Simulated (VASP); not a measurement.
# Ru: kinetic-energy density

Ru, P6_3/mmc (no. 194), 2 atoms in the cell. PBE; PAW potentials Ru_pv (PBE set).

## Input

INCAR:
```
PREC = Accurate ; ENCUT = 520
EDIFF = 1E-7 ; ISMEAR = 1
SIGMA = 0.1 ; LREAL = F
LASPH = T ; ALGO = Normal
NELM = 100 ; ISIF = 2
LWAVE = F ; LCHARG = T
LTAU = T
```

KPOINTS:
```
k-points
0
Gamma
  9 9 5
```

POSCAR:
```
Ru
1.0
    2.7058000000      0.0000000000      0.0000000000
   -1.3529000000      2.3432915376      0.0000000000
    0.0000000000      0.0000000000      4.2819000000
Ru
2
Direct
    0.6666666667      0.3333333333      0.7500000000
    0.3333333333      0.6666666667      0.2500000000
```

Commands:
```
cat potpaw_PBE.64/Ru_pv/POTCAR > POTCAR
mpirun -np 1 vasp_std > vasp.out
```

## Result

- Kinetic energy of the pseudo orbitals (eV): 646.36

VASP 6.6.1 took 7.5 s on 1 core (Intel Xeon 6975P-C (Granite Rapids)), a shared host.
